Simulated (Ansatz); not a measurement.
Effective masses and thermopower of GeTe under load (space group R3m)

Data:

```xyz
2
Lattice="2.1253 1.2271 3.4305 -2.1253 1.2271 3.4305 0.0000 -2.4541 3.4305" Properties=species:S:1:pos:R:3 pbc="T T T"
Ge     0.0000     0.0000    10.2745
Te     0.0000     0.0000     5.3790
```

Level of theory: PBEsol with spin-orbit coupling, rigid bands (plane waves, PAW; Ansatz, an electronic-structure program). Condition of this run: biaxial stress xx = yy = -2 GPa (compression positive) (the target of the relaxation). Geometry: cell and atoms relaxed with PBEsol, then loaded as said.

| Property | Result |
|---|---|
| band gap | 0.32 eV |
| electron conductivity mass (300 K, dilute) | 0.120 (x), 0.120 (y), 0.94 (z) mₑ |
| hole conductivity mass (300 K, dilute) | 0.154 (x), 0.154 (y), 0.141 (z) mₑ |
| effective density of states N_c (300 K) | 1.3e19 cm⁻³ |
| effective density of states N_v (300 K) | 1.9e19 cm⁻³ |
| density-of-states mass, electrons | 0.66 mₑ |
| density-of-states mass, holes | 0.84 mₑ |
| Seebeck coefficient, n-type 1e19 cm⁻³, 300 K | -260 μV/K |
| Seebeck coefficient, p-type 1e19 cm⁻³, 300 K | 291 μV/K |

Rigid bands; masses and Seebeck coefficients take one relaxation time τ for all states and one kind of carrier; polarons and phonon drag are left out.
